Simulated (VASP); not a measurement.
# CH4 in VASP: a series of runs

Aim: see how the results for CH4 move with the level of theory and the settings. Levels: PBE+D3(BJ), PBE. Tasks: relaxation of the atoms, vibrations by finite differences, single point.

Program: VASP 6.6.1. These are calculated values, not measurements. Logs are shortened: lines on timing, memory, paths and dates and some standing lists are left out, and cuts for length are marked.

## Step 1: The molecule as given

The cell holds a molecule in a box, 5 atoms: a = 12.228 Å, b = 12.728 Å, c = 13.228 Å, α = 90.00°, β = 90.00°, γ = 90.00°.

## Step 2: Relaxation of the atoms, PBE+D3(BJ)

INCAR

```
ALGO = Normal
EDIFF = 1E-6
EDIFFG = -0.03
ENCUT = 400
GGA = PE
IBRION = 2
ISIF = 2
ISMEAR = 0
ISYM = 0
IVDW = 12
LASPH = True
LCHARG = False
LREAL = False
LWAVE = False
NELM = 60
NSW = 120
PREC = Accurate
SIGMA = 0.01
```

KPOINTS

```
k-points
0
Gamma
  1 1 1
```

POSCAR

```
H4C
1.0
   12.2281593986      0.0000000000      0.0000000000
    0.0000000000     12.7281593986      0.0000000000
    0.0000000000      0.0000000000     13.2281593986
C H
1 4
Selective dynamics
Direct
    0.4999999746      0.5039282366      0.5000000189  F F F
    0.5173345505      0.4293487649      0.5358622253  T T T
    0.5618512116      0.5605660393      0.5212959882  T T T
    0.4205250036      0.5317037917      0.5240997884  T T T
    0.5002892596      0.4940946564      0.4187419792  T T T
```

Potentials or basis: VASP PAW PBE potentials, release 64 (C, H).

On the command line:

```bash
$ cat potpaw_PBE.64/C/POTCAR potpaw_PBE.64/H/POTCAR > POTCAR
$ mpirun -np 1 vasp_gam > vasp.out
```

OUTCAR:

```text
EDIFF = 1E-6
   EDIFFG = -0.03
   ENCUT = 400
   GGA = PE
   IBRION = 2
   ISIF = 2
   ISMEAR = 0
   ISYM = 0
   IVDW = 12
   LASPH = True
   LREAL = False
   NELM = 60
   NSW = 120
   PREC = Accurate
 IVDW          = 12

 ion  position               nearest neighbor table
   1  0.500  0.504  0.500-   2 1.08   4 1.08   5 1.08   3 1.08
   2  0.517  0.429  0.536-   1 1.08
   3  0.562  0.561  0.521-   1 1.08
   4  0.421  0.532  0.524-   1 1.08
   5  0.500  0.494  0.419-   1 1.08

IMPORTANT INFORMATION: All symmetrisations will be switched off!
NOSYMM: (Re-)initialisation of all symmetry stuff for point group C_1.

----------------------------------------------------------------------------------------

                                     Primitive cell

  volume of cell :    2058.8567

  direct lattice vectors                    reciprocal lattice vectors
    12.228159399  0.000000000  0.000000000     0.081778456  0.000000000  0.000000000
     0.000000000 12.728159399  0.000000000     0.000000000  0.078565955  0.000000000
     0.000000000  0.000000000 13.228159399     0.000000000  0.000000000  0.075596307

  length of vectors
    12.228159399 12.728159399 13.228159399     0.081778456  0.078565955  0.075596307

  position of ions in fractional coordinates (direct lattice)
     0.499999975  0.503928237  0.500000019
     0.517334551  0.429348765  0.535862225
     0.561851212  0.560566039  0.521295988
     0.420525004  0.531703792  0.524099788
     0.500289260  0.494094656  0.418741979

  ion indices of the primitive-cell ions
   primitive index   ion index
                 1           1
                 2           2
                 3           3
                 4           4
                 5           5

----------------------------------------------------------------------------------------

 KPOINTS: k-points

Automatic generation of k-mesh.
 Grid dimensions read from file:
 generate k-points for:    1    1    1

 Generating k-lattice:

  Cartesian coordinates                     Fractional coordinates (reciprocal lattice)
     0.081778456  0.000000000  0.000000000     1.000000000  0.000000000  0.000000000
     0.000000000  0.078565955  0.000000000     0.000000000  1.000000000  0.000000000
     0.000000000  0.000000000  0.075596307     0.000000000  0.000000000  1.000000000

  Length of vectors
     0.081778456  0.078565955  0.075596307

  Shift w.r.t. Gamma in fractional coordinates (k-lattice)
     0.000000000  0.000000000  0.000000000

 Subroutine IBZKPT returns following result:
 ===========================================

 Found      1 irreducible k-points:

 Following reciprocal coordinates:
            Coordinates               Weight
  0.000000  0.000000  0.000000      1.000000
   k-points           NKPTS =      1   k-points in BZ     NKDIM =      1   number of bands    NBANDS=      8
   number of dos      NEDOS =    301   number of ions     NIONS =      5
   total plane-waves  NPLWV = 604800
   dimension x,y,z NGX =    80 NGY =   84 NGZ =   90
   dimension x,y,z NGXF=   160 NGYF=  168 NGZF=  180
   ions per type =               1   4
   NGX,Y,Z   is equivalent  to a cutoff of  10.88, 10.97, 11.31 a.u.
   NGXF,Y,Z  is equivalent  to a cutoff of  21.75, 21.94, 22.62 a.u.
 SYSTEM =  unknown system
   PREC   = accura    normal or accurate (medium, high low for compatibility)
   ISTART =      0    job   : 0-new  1-cont  2-samecut
   ICHARG =      2    charge: 1-file 2-atom 10-const
   ISPIN  =      1    spin polarized calculation?
   LNONCOLLINEAR =      F non collinear calculations
   LSORBIT =      F    spin-orbit coupling
   LASPH  =      T    aspherical Exc in radial PAW
   ENCUT  =  400.0 eV  29.40 Ry    5.42 a.u.  19.94 20.76 21.57*2*pi/ulx,y,z
   NELM   =     60;   NELMIN=  2; NELMDL= -5     # of ELM steps
   EDIFF  = 0.1E-05   stopping-criterion for ELM
   LREAL  =      F    real-space projection
   EDIFFG = -.3E-01   stopping-criterion for IOM
   NSW    =    120    number of steps for IOM
   IBRION =      2    ionic relax: 0-MD 1-quasi-New 2-CG
   NFREE  =      1    steps in history (QN), initial steepest desc. (CG)
   ISIF   =      2    stress and relaxation
   ISYM   =      0    0-nonsym 1-usesym 2-fastsym
   POTIM  = 0.5000    time-step for ionic-motion
   TEBEG  =    0.0;   TEEND  =   0.0 temperature during run
   PSTRESS=    0.0 pullay stress
   NELECT =       8.0000    total number of electrons
   NUPDOWN=      -1.0000    fix difference up-down
   EMIN   =  10.00;   EMAX   =-10.00  energy-range for DOS
   EFERMI =   0.00;   METHOD = LEGACY
   ISMEAR =     0;   SIGMA  =   0.01  broadening in eV -4-tet -1-fermi 0-gaus
   EFERMI_NEDOS =   21; number of points for ismear=-14 and -15
   IALGO  =     38    algorithm
   IMIX   =      4    mixing-type and parameters
     AMIX     =   0.40;   BMIX     =  1.00
     AMIX_MAG =   1.60;   BMIX_MAG =  1.00
  volume/ion in A,a.u.               =     411.77      2778.77
  Fermi-wavevector in a.u.,A,eV,Ry     =   0.257373  0.486364  0.901261  0.066241
  Thomas-Fermi vector in A             =   1.081771
   LORBIT       =      0    0 simple, 1 ext, 2 COOP (PROOUT), +10 PAW based schemes
   GGA     = PE    functional components
   LHFCALC =     F    Hartree Fock is set to
   AEXX    =    0.0000 exact exchange contribution
   IVDW    =    12    specifies the selected vdW correction
   LEPSILON=     F    determine dielectric tensor
   LRPA    =     F    only Hartree local field effects (RPA)
 conjugate gradient relaxation of ions
 non-spin polarized calculation
 Gauss-broadening in eV      SIGMA  =   0.01
  energy-cutoff  :      400.00
  volume of cell :     2058.86
 maximum number of plane-waves:     18669
 NGX is ok and might be reduce to    80
   NGX = 39   NGY = 41   NGZ = 43

--------------------------------------- Ionic step        1  -------------------------------------------

 number of electron       7.9999996 magnetization

 Free energy of the ion-electron system (eV)
  ---------------------------------------------------
  ext. energy  EPLUGINS =         0.00000000
  ---------------------------------------------------
  free energy    TOTEN  =       -24.01624989 eV

  energy without entropy =      -24.01624989  energy(sigma->0) =      -24.01624989

------------------------ aborting loop because EDIFF is reached ----------------------------------------

 Edisp (eV)   -0.03233

 E8    (eV) :    -0.0080

  FORCE on cell =-STRESS in cart. coord.  units (eV):
  Direction    XX          YY          ZZ          XY          YZ          ZX
  --------------------------------------------------------------------------------------
  -------------------------------------------------------------------------------------
  Total       0.31654     0.31748     0.31964     0.00038    -0.00001     0.00030
  in kB       0.24633     0.24706     0.24874     0.00029    -0.00001     0.00024
  external pressure =        0.25 kB  Pullay stress =        0.00 kB

 VOLUME and BASIS-vectors are now :
 -----------------------------------------------------------------------------
  energy-cutoff  :      400.00
  volume of cell :     2058.86
      direct lattice vectors                 reciprocal lattice vectors
    12.228159399  0.000000000  0.000000000     0.081778456  0.000000000  0.000000000
     0.000000000 12.728159399  0.000000000     0.000000000  0.078565955  0.000000000
     0.000000000  0.000000000 13.228159399     0.000000000  0.000000000  0.075596307
[... 44 lines left out ...]
 POSITION                                       TOTAL-FORCE (eV/Angst)
 -----------------------------------------------------------------------------------
      6.11408      6.41408      6.61408        -0.000238      0.000237      0.000460
      6.33078      5.44370      7.09902        -0.058055      0.260542     -0.130325
      6.88723      7.15102      6.90206        -0.207695     -0.197802     -0.077461
      5.12061      6.77548      6.93995         0.266743     -0.097110     -0.088056
      6.11771      6.28611      5.51527        -0.000755      0.034134      0.295382
 -----------------------------------------------------------------------------------
    total drift:                                0.000224      0.000378      0.000125

  FREE ENERGIE OF THE ION-ELECTRON SYSTEM (eV)
  ---------------------------------------------------
  free  energy   TOTEN  =       -24.0574564072 eV

  energy  without entropy=      -24.0574564072  energy(sigma->0) =      -24.05745641

--------------------------------------- Ionic step        3  -------------------------------------------

 number of electron       7.9999996 magnetization

 Free energy of the ion-electron system (eV)
  ---------------------------------------------------
  ext. energy  EPLUGINS =         0.00000000
  ---------------------------------------------------
  free energy    TOTEN  =       -24.03076697 eV

  energy without entropy =      -24.03076697  energy(sigma->0) =      -24.03076697

 E-fermi :  -9.2907     XC(G=0):  -0.3700

 val. band max:       -9.3500394633   @ k =   0.0000   0.0000   0.0000
 cond. band min:      -0.4479878433   @ k =   0.0000   0.0000   0.0000
 fundamental gap:      8.9020516200
 Fermi energy:        -9.2906786159

 k-point     1 :       0.0000    0.0000    0.0000
  band No.  band energies     occupation
      1     -16.9457      2.00000
      2      -9.3502      2.00000
      3      -9.3501      2.00000
      4      -9.3500      2.00000
      5      -0.4480      0.00000
      6       0.4195      0.00000
      7       0.6048      0.00000
      8       0.6554      0.00000

------------------------ aborting loop because EDIFF is reached ----------------------------------------

 Edisp (eV)   -0.03231

 E8    (eV) :    -0.0080

  FORCE on cell =-STRESS in cart. coord.  units (eV):
  Direction    XX          YY          ZZ          XY          YZ          ZX
  --------------------------------------------------------------------------------------
  -------------------------------------------------------------------------------------
  Total      -0.38925    -0.38826    -0.38632     0.00034    -0.00008     0.00039
  in kB      -0.30291    -0.30214    -0.30063     0.00027    -0.00006     0.00031
  external pressure =       -0.30 kB  Pullay stress =        0.00 kB
[... 10 lines left out ...]
 POSITION                                       TOTAL-FORCE (eV/Angst)
 -----------------------------------------------------------------------------------
      6.11408      6.41408      6.61408        -0.000212      0.000164      0.000483
      6.32894      5.45192      7.09492         0.000249     -0.000367      0.000071
      6.88069      7.14478      6.89962         0.000177      0.000413      0.000005
      5.12903      6.77242      6.93720        -0.000413      0.000110     -0.000431
      6.11767      6.28720      5.52457         0.000199     -0.000320     -0.000128
 -----------------------------------------------------------------------------------
    total drift:                                0.000114      0.000722      0.000122

  FREE ENERGIE OF THE ION-ELECTRON SYSTEM (eV)
  ---------------------------------------------------
  free  energy   TOTEN  =       -24.0630739827 eV

  energy  without entropy=      -24.0630739827  energy(sigma->0) =      -24.06307398

 reached required accuracy - stopping structural energy minimisation
```

Run time: 94 s. Hardware: 1 thread of AMD EPYC 9R45 (Zen 5), shared host; peak memory 1.1 GiB.

What came out:

```
Free energy                     : -24.0631 eV
Energy gained by relaxing       : 2.9 meV/atom
Ionic steps                     : 3
Gap between the frontier levels : 8.90 eV
Dispersion energy per atom      : -0.006 eV
```

The path:
| step | energy change (eV) | largest force (eV/Å) | pressure (GPa) |
| --- | --- | --- | --- |
| 1 | 0.0000 | 0.4993 | 0.02 |
| 2 | -0.0089 | 0.2973 | -0.06 |
| 3 | -0.0145 | 0.0006 | -0.03 |

Final structure:
```yaml
crystal:
  lattice:
    - [12.22816, 0.00000, 0.00000]
    - [0.00000, 12.72816, 0.00000]
    - [0.00000, 0.00000, 13.22816]
  atoms:
    - { symbol: C, position: [0.50000, 0.50393, 0.50000] }
    - { symbol: H, position: [0.51757, 0.42834, 0.53635] }
    - { symbol: H, position: [0.56269, 0.56134, 0.52159] }
    - { symbol: H, position: [0.41944, 0.53208, 0.52443] }
    - { symbol: H, position: [0.50029, 0.49396, 0.41764] }
```

Levels at points of the mesh, in eV from the valence-band top:
```
           k point  band 1  band 2  band 3  band 4  band 5  band 6  band 7  band 8
(0.00, 0.00, 0.00)   -7.60    0.00    0.00    0.00    8.90    9.77    9.95   10.01
```

Caveat: the cutoff is under 1.25 times the usual one of these potentials, so pressure, stress and relaxed cells hold a basis-set (Pulay) error. Expect the measured gap to be larger: semilocal functionals such as PBE lack the derivative discontinuity.

(Part 1 of 2 ends here.)
